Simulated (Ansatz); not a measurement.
# HfSi2As4 monolayer in a perpendicular field, part 2 of 2

Wanted: the out-of-plane response of the HfSi2As4 monolayer. A positive field points along +c.

Ansatz 0.2.0; plane-wave DFT, PBE-D3(BJ), Ansatz PAW.

So far. Step 2 (Relaxation): The lattice constant a goes from 3.630 to 3.729 Å.

**3. Atoms held, field 0**

A sawtooth potential applies the field, turning back in the middle of the vacuum. With the dipole correction the typed value is the field outside the slab. The induced dipole is small, so the SCF threshold is tight.

The cell differs from the one that the last finished run ended in (c 50.029 → 27.965 Å).

File input.yaml:

```yaml
crystal:
  lattice:
    - [3.7288918829, 0.0, 0.0]
    - [-1.8644459415, 3.2293150986, 0.0]
    - [0.0, 0.0, 27.9648578985]
  atoms:
    - { symbol: As, position: [0.0, 0.0, 0.3218324954] }
    - { symbol: Si, position: [0.3333333333, 0.6666666667, 0.3601954715] }
    - { symbol: As, position: [0.3333333333, 0.6666666667, 0.4436020449] }
    - { symbol: Hf, position: [0.0, 0.0, 0.5] }
    - { symbol: As, position: [0.3333333333, 0.6666666667, 0.5563979551] }
    - { symbol: Si, position: [0.3333333333, 0.6666666667, 0.6398045285] }
    - { symbol: As, position: [0.0, 0.0, 0.6781675046] }
kpoints:
  mp_grid: { grid: [18, 18, 1] }
  band_path:
    path: [[0, 0, 0], [0.5, 0, 0], [0.33333333, 0.33333333, 0], [0, 0, 0]]
    npoints: 16
hamiltonian:
  xc: pbe
  dispersion: d3bj
scf:
  occupations: { method: fermi_dirac, width: 0.02585 }
  convergence: { dr2_threshold: 1.0e-10 }
efield:
  axis: 3
  dipole_correction: true
  ramp_position: 0.97
  ramp_width: 0.06
  amplitude: 0
output:
  dos: { projected: true, e_range: [-6, 5] }
  write_potential: true
  write_density: true
  volumetric_format: npy
  elf: true
```

Started as:

```
$ ansatz run input.yaml --threads 4 --pin off --max-ram 6144MiB --backend cpu --events-out ev --progress --plain --runs-dir out
```

Numbers of over 12 decimals in the logs are rounded to 6 here.

The program printed:

```text
[...]
Crystal: 7 atoms, lattice volume = 336.746 Å³
Basis set: ecut = 420 eV, 6597 PW (Γ)
Bands: 57, of which v1, the nominal top of the filled ones, is band 47 counted from 1 (46 counted from 0)
Symmetry: 6 space group operations
k-points: 37 of 324 (time reversal used)
[...]
SCF iter   1: F=—  HF=-36421.365855 eV  |F-HF|=—  |Δ(HF+E_count)|=         —  Δρ=2.53e-3  dr2=2.61e-2  ethr=1.77e-3  p=0.000 e·Å  D=1.97e-13 V/Å  ΔV_dip=-0.00 eV  dr2_dipole=7.43e-8  V_vac-E_F(+/−)=4.88/4.88 eV  ⟨swp⟩=7.6  Hψ=8434  notcnv=0  defer=9
efield: sawtooth ramp at fractional position 0.9700 (set: `efield.ramp_position`, or a place that a band, a saddle search or an elastic batch's reference lends), width 0.0600; the density the first Hamiltonian is built on has a dipole p = 0.000 e·Å; the dipole correction subtracts the counter field D = 1.97e-13 V/Å, which shifts the + side's vacuum level by -0.00 eV against the − side's; the planar-averaged density in the ramp window peaks in size at 3.7e-6 e/Å³
[...]
SCF iter   2: F=—  HF=-36421.370908 eV  |F-HF|=—  |Δ(HF+E_count)|=   5.05e-3  Δρ=1.31e-3  dr2=3.23e-2  ethr=2.78e-5  p=0.000 e·Å  D=6.90e-5 V/Å  ΔV_dip=-0.00 eV  dr2_dipole=5.32e-7  V_vac-E_F(+/−)=4.93/4.93 eV  ⟨swp⟩=3.0  Hψ=4732  notcnv=0  defer=107
[...]
SCF iter  12: F=-36421.366146 eV  HF=-36421.366146 eV  |F-HF|=1.46e-11  |Δ(HF+E_count)|=  7.28e-11  Δρ=5.90e-8  dr2=9.34e-12  ethr=1.00e-12  p=0.000 e·Å  D=3.39e-8 V/Å  ΔV_dip=-0.00 eV  dr2_dipole=1.31e-13  V_vac-E_F(+/−)=4.96/4.96 eV  ⟨swp⟩=2.0  Hψ=4547  notcnv=0
SCF 1 converged in 12 iterations: F = -36421.366146 eV  dr2 = 9.34e-12
[...]
NSCF: frozen V_eff on 49 k-points
efield: sawtooth ramp at fractional position 0.9700 (kept from the solve that this one continues, or follows in the run), width 0.0600; the density the first Hamiltonian is built on has a dipole p = 0.000 e·Å; the dipole correction subtracts the counter field D = 3.39e-8 V/Å, which shifts the + side's vacuum level by -0.00 eV against the − side's; the planar-averaged density in the ramp window peaks in size at 2.5e-7 e/Å³
WARN: The output density's exchange-correlation potential varies sharply where the density is thin. Do not read a vacuum level from v_tot or v_xc, or from such a field of the output density. On a cell that repeats whose density bears no net charge and no dipole along the vacuum's axis use v_es (v_loc + v_h of the components); under efield.dipole_correction with no amplitude use v_es + v_field, which holds any externa [...]
SCF converged after 12 iterations
Free energy (F): -36421.366146 eV
[...]
Internal energy: -36421.363874 eV  (E = F + TS)
E sigma→0 (E₀):  -36421.365010 eV
Entropy (-TS):   -0.002271 eV (-0.324 meV/atom)
Fermi energy:    1.816284 eV
Dipole field:    D = -0.000000 V/Å  (p = -0.000001 e·Å, saw-weighted, corrected)
Work function:   Φ+ = 4.9650 eV   Φ− = 4.9650 eV
Levels:          The Fermi level and band energies are counted from a zero that moves with the ramp; work functions are not
[...]
--- Band table (eV; the first three rows and the last of 37) ---
  k-point 0: bands = [... 43 lower, 0.9446, 0.9446, 1.9167, 1.9167, 2.5442, 3.4649, 3.7164, 4.6715, ... 6 higher]
  k-point 1: bands = [... 43 lower, 0.8234, 0.9012, 1.8124, 1.8547, 2.6291, 3.7795, 3.9261, 4.6310, ... 6 higher]
  k-point 2: bands = [... 43 lower, 0.7778, 0.8507, 1.5333, 1.6868, 2.6598, 4.0364, 4.0554, 4.8716, ... 6 higher]
  k-point 36: bands = [... 43 lower, -0.8965, -0.6794, 0.2898, 1.1460, 3.1012, 3.6041, 4.0788, 4.3021, ... 6 higher]
```

The job ended after 17 s (4 threads of Intel Xeon 6975P-C (Granite Rapids), shared host; peak memory 1.3 GiB).

This step gave:

```
energy at zero smearing   : -36421.3650 eV
work function, upper face : 4.965 eV
dipole along the normal   : -6.35e-7 e·Å
```

Running mean over a fixed 2.8 Å (it still follows the layers) of the planar mean; the ramp of the sawtooth is left out. Table of electron's electrostatic potential energy less the Fermi level by z:

```csv
z (Å),electron's electrostatic potential energy less the Fermi level (eV)
4,4.96
5,4.96
6,4.91
7,4.03
8,1.25
9,-3.55
10,-4.21
11,-2.82
12,-1.21
13,-4.74
14,-6.17
15,-4.64
16,-1.16
17,-2.93
18,-4.26
19,-3.41
20,1.38
21,4.10
22,4.91
23,4.96
24,4.96
```

The density of states has structure finer than the step of the table below, so its rows give means over 0.2 eV, whole bins alone (the curve runs from -6 to 1.99 eV). Peaks (eV: height): -4.59: 8.38, -3.88: 11.2, -1.92: 8.74, -1.81: 9.59, -1.53: 12.7, -0.93: 11.6, -0.87: 11.1.

Table of density of states by energy, zero at the Fermi level; means over each step:

```csv
energy (eV),density of states (states/eV a cell)
-5.8,0.458
-5.6,0.507
-5.4,0.639
-5.2,1.34
-5.0,0
-4.8,0.648
-4.6,4.62
-4.4,4.23
-4.2,4.37
-4.0,2.88
-3.8,5.99
-3.6,2.96
-3.4,3.02
-3.2,4.92
-3.0,3.44
-2.8,4.40
-2.6,4.61
-2.4,4.00
-2.2,5.29
-2.0,6.26
-1.8,5.73
-1.6,4.74
-1.4,4.22
-1.2,5.53
-1.0,7.79
-0.8,5.83
-0.6,2.54
-0.4,1.71
-0.2,0.880
0.0,1.18
0.2,1.43
0.4,2.23
0.6,2.68
0.8,2.10
1.0,0.581
1.2,0.488
1.4,1.52
1.6,1.82
1.8,2.97
```

Projected DOS per atom over height of the atomic layer and energy from the Fermi level. Layers: As Si As Hf As Si As from below.

Ten even steps from '_' (0.01 states/eV) to '@' (1.49 states/eV), each cell a mean:
```
::==..--..==::
..::______::..
______::______
______@@______
______@@______
____..--..____
____--::--____
::__%%**%%__::
**..@@%%@@..**
++::======::++
%%--======--%%
**--++--++--**
==--==::==--==
==----------==
==----------==
--------------
----==--==----
--==++--++==--
::::......::::
______________
______________
______________
```
Columns: height of the atomic layer (Å) from 9 to 19.0 (not evenly spaced); rows upwards: energy from the Fermi level (eV) from -5.96 to 1.96.

Electronic bands along the path, in eV, zero at the Fermi level:

```csv
point,band 44,band 45,band 46,band 47,band 48,band 49,band 50,band 51
Γ,-0.87,-0.87,0.10,0.10,0.73,1.65,1.90,2.86
halfway,-1.53,-1.09,-0.73,-0.68,0.43,1.70,1.76,2.85
M,-1.81,-1.52,-1.32,-0.21,-0.12,1.29,1.32,2.18
halfway,-2.06,-1.84,-1.39,-0.88,0.61,2.06,2.61,2.93
K,-2.71,-2.50,-1.53,-0.67,1.28,1.79,2.26,2.49
halfway,-1.75,-1.18,-0.92,-0.89,0.53,2.51,2.89,3.05
Γ,-0.87,-0.87,0.10,0.10,0.73,1.65,1.90,2.86
```

Electrostatic potential energy in the ca plane at fractional y = 0.667, with atoms of Si and As within 0.2 Å of it. With pseudopotentials it is smooth inside the atoms' cores, unlike the true potential.

Values in eV, 6 rows by 16 columns, each cell a mean:
```
  7   7   6   0   0   4   6   4  -5  -3   4   5   4  -1   1   6
  7   7   6   1   0   3   5   3  -4  -2   3   5   3   0   2   6
  7   7   6   3 -10  -9  -3  -9   0  -2  -9  -1 -13  -6   4   6
  7   7   6   2 -33 -32  -8   1  -4  -6   3  -9 -39 -24   4   6
  7   7   6   3 -28 -27  -8  -4  -3  -6  -3  -8 -34 -20   4   6
  7   7   6   3  -4  -2   1  -5  -1  -1  -5   2  -4  -2   4   6
```
Columns run along c (16.0 Å, from fractional 0.19 to 0.76 of the cell; values clipped at the 3rd and 97th percentile), rows up along a (3.7 Å). Atoms in or near the plane, at fractional coordinates: Si at (0.36, 0.33), As at (0.44, 0.33), As at (0.56, 0.33), Si at (0.64, 0.33).

Valence density in the ca plane at fractional y = 0.667, with atoms of Si and As within 0.2 Å of it. It is the smooth field of the valence electrons, not physical close to the nuclei.

Values in e/Å³, 6 rows by 16 columns, each cell a mean:
```
 0  0  0  0  0  0  0  0  0  0  0  0  0  0  0  0
 0  0  0  0  0  0  0  0  0  0  0  0  0  0  0  0
 0  0  0  0  0  0  0  1  0  0  1  0  0  0  0  0
 0  0  0  0  0  0  2 13  0  1 13  1  0  0  0  0
 0  0  0  0  0  0  1  8  0  1  8  1  0  0  0  0
 0  0  0  0  0  0  0  1  0  0  1  0  0  0  0  0
```
Columns run along c (16.0 Å, from fractional 0.19 to 0.76 of the cell), rows up along a (3.7 Å). Atoms in or near the plane, at fractional coordinates: Si at (0.36, 0.33), As at (0.44, 0.33), As at (0.56, 0.33), Si at (0.64, 0.33).

ELF in the ca plane at fractional y = 0.667, with atoms of Si and As within 0.2 Å of it. It is the smooth field of the valence electrons, not physical close to the nuclei.

Ten even steps from '0' (0.00) to '9' (0.86), each cell a mean:
```
00000000000000024677666652111344211113443111
00000000000000024777665531000122111111221000
00000000000000013567666653112455311114554211
00000000000000001345578875445778731147876544
00000000000000000012468866777667862368766777
00000000000000000001355436997434653366334799
00000000000000000001243346997322653355223799
00000000000000000001366446997434753366435799
00000000000000000123478876777777852268777777
00000000000000002345678875335688631137876533
```
Columns run along c (16.0 Å, from fractional 0.05 to 0.63 of the cell), rows up along a (3.7 Å). Atoms in or near the plane, at fractional coordinates: Si at (0.36, 0.33), As at (0.44, 0.33), As at (0.56, 0.33).

The work function of the upper face is 4.96 eV.

**4. Atoms held, field 0.1 V/Å**

input.yaml, as its differences from that of step 3:

```diff
@@ -29,5 +29,4 @@
   ramp_width: 0.06
-  amplitude: 0
+  amplitude: 0.1
 output:
-  dos: { projected: true, e_range: [-6, 5] }
   write_potential: true
@@ -35,2 +34 @@
   volumetric_format: npy
-  elf: true
```

The program printed:

```text
[...]
Crystal: 7 atoms, lattice volume = 336.746 Å³
Basis set: ecut = 420 eV, 6597 PW (Γ)
Bands: 57, of which v1, the nominal top of the filled ones, is band 47 counted from 1 (46 counted from 0)
Symmetry: 6 space group operations
k-points: 37 of 324 (time reversal used)
[...]
k-point 0: bands = [... 43 lower, 0.9457, 0.9457, 1.9163, 1.9163, 2.5436, 3.4629, 3.7177, 4.6630, ... 6 higher]
  k-point 1: bands = [... 43 lower, 0.8230, 0.9019, 1.8120, 1.8543, 2.6286, 3.7759, 3.9288, 4.6216, ... 6 higher]
  k-point 2: bands = [... 43 lower, 0.7774, 0.8506, 1.5328, 1.6864, 2.6594, 4.0214, 4.0692, 4.8622, ... 6 higher]
  k-point 36: bands = [... 43 lower, -0.8969, -0.6802, 0.2892, 1.1460, 3.1006, 3.6034, 4.0781, 4.3017, ... 6 higher]
[key lines of the parts left out:]
SCF converged after 14 iterations
Free energy (F): -36421.370151 eV
Fermi energy:    1.815864 eV
Dipole field:    D = 0.043046 V/Å  (p = 0.080107 e·Å, saw-weighted, corrected)
```

It took 18 s on 4 threads; peak memory 1.2 GiB.

The dipole is 0.0801 e·Å.

**5. Single point, field -0.1 V/Å**

input.yaml, as its differences from that of step 4:

```diff
@@ -29,3 +29,3 @@
   ramp_width: 0.06
-  amplitude: 0.1
+  amplitude: -0.1
 output:
```

The program printed:

```text
[...]
Crystal: 7 atoms, lattice volume = 336.746 Å³
Basis set: ecut = 420 eV, 6597 PW (Γ)
Bands: 57, of which v1, the nominal top of the filled ones, is band 47 counted from 1 (46 counted from 0)
Symmetry: 6 space group operations
k-points: 37 of 324 (time reversal used)
[...]
k-point 0: bands = [... 43 lower, 0.9457, 0.9457, 1.9163, 1.9163, 2.5436, 3.4629, 3.7177, 4.6630, ... 6 higher]
  k-point 1: bands = [... 43 lower, 0.8230, 0.9019, 1.8120, 1.8543, 2.6286, 3.7759, 3.9288, 4.6216, ... 6 higher]
  k-point 2: bands = [... 43 lower, 0.7774, 0.8506, 1.5328, 1.6864, 2.6594, 4.0214, 4.0692, 4.8622, ... 6 higher]
  k-point 36: bands = [... 43 lower, -0.8969, -0.6802, 0.2892, 1.1460, 3.1006, 3.6034, 4.0781, 4.3017, ... 6 higher]
[key lines of the parts left out:]
SCF converged after 14 iterations
Free energy (F): -36421.370151 eV
Fermi energy:    1.815864 eV
Dipole field:    D = -0.043046 V/Å  (p = -0.080107 e·Å, saw-weighted, corrected)
```

Wall time 18 s (4 threads); peak memory 1.2 GiB; 71 s of CPU time.

The dipole is -0.0801 e·Å.

**6. Response, atoms held**

This step: plane-wave DFT, PBE-D3(BJ), Ansatz PAW; response to a field along the normal, atoms held (Ansatz 0.2.0).

The dipoles give the slope, and the difference of two potentials shows where the field is screened.

This step gave:

```
equivalent conductor thickness p/(ε₀AE) : 12.04 Å
distance between the outer atoms        : 9.965 Å
```

Table of dipole of the cell by applied field:

```csv
applied field (V/Å),dipole of the cell (e·Å)
-0.1000,-0.0801
0.0000,-6.4e-7
0.1000,0.0801
```

Local field over the applied field, running mean. From the potentials at -0.1 and 0.1 V/Å; running mean over 2.5 Å. Table of local field over applied field by z:

z (Å), local field over applied field and a bar:
```
        5      0.994 ##############################
        6      0.953 #############################
        7      0.763 #######################
        8      0.419 ############
        9      0.118 ###
       10      0.058 #
       11      0.073 #
       12      0.043 #
       13      0.032 
       14      0.025 
       15      0.032 
       16      0.045 #
       17      0.072 #
       18      0.058 #
       19      0.125 ###
       20      0.432 #############
       21      0.773 #######################
       22      0.956 #############################
       23      0.994 ##############################
```

The induced electron density oscillates, so the rows of the table below give means over windows of 1 Å about each position, cut where the curve ends. Its maxima inside the range that stand out by 2 % of the span (Å: e/Å³ per V/Å): 7.9: 0.00350, 11.1: 6.9e-4, 12.4: 6.9e-4, 14.6: 0.00115, 16.2: -2.9e-5, 17.8: 0.00155. Its minima: 10.2: -0.00155, 11.8: 2.9e-5, 13.4: -0.00115, 15.6: -6.9e-4, 16.9: -6.9e-4, 20.1: -0.00350.

Electrons, planar mean, per unit field. The induced electron density by z; means over each step:

```csv
z (Å),induced electron density (e/Å³ per V/Å)
5,3.4e-5
6,2.7e-4
7,0.00153
8,0.00290
9,8.6e-4
10,-7.5e-4
11,3.2e-4
12,3.7e-4
13,-2.5e-4
14,3.9e-5
15,1.9e-4
16,-3.6e-4
17,-2.8e-4
18,7.0e-4
19,-8.8e-4
20,-0.00295
21,-0.00145
22,-2.5e-4
23,-3.2e-5
```

By hand: between -0.1 and 0.1 V/Å the dipole changes by 0.1602 e·Å, a slope of 0.8011 e·Å²/V. A perfect conductor of thickness t has p = ε₀AEt, so t = 180.95 × 0.8011 / 12.042 = 12.04 Å (e/ε₀ = 180.95 V·Å, A in Å²).

The induced dipole is that of a conductor 12.04 Å thick.

**7. What came out**

| Property | Result |
| --- | --- |
| gap without field | none |
| work function, upper face | 4.96 eV |
| equivalent conductor thickness, atoms held | 12.0 Å |

In words: The induced dipole equals that of a perfect conductor 12.04 Å thick, while the outer atoms lie 9.96 Å apart. There is no gap over 0.03 eV, with or without the field. The main runs have no spin polarisation; a magnetic state could lie lower and would change these results. Spin-orbit coupling is left out, which matters for the bands of elements this heavy. The outer anions sit over the metal atoms, one of several polytypes of such layers and not the lowest for every compound.

[Logs are printed without paths, hosts, clocks, repeated set-up lines and the standing remarks that a program may print on its own settings, such as how far it seeks lower states.]

[Hosts, paths, dates, database ids (printed as entryN), source tags and the programs' standing remarks are cut or masked in the printed files.]

[Maps of the electrostatic potential energy from Ansatz leave out the sawtooth potential of an applied field or a dipole correction, so their vacuum need not be flat; planar profiles and work functions include it.]

[The density of states shown here was stored with 400 of the rows of the run's finer table, so its peaks can read low, often by over a quarter, or be missed, and its means over a window can be off by a tenth or more.]
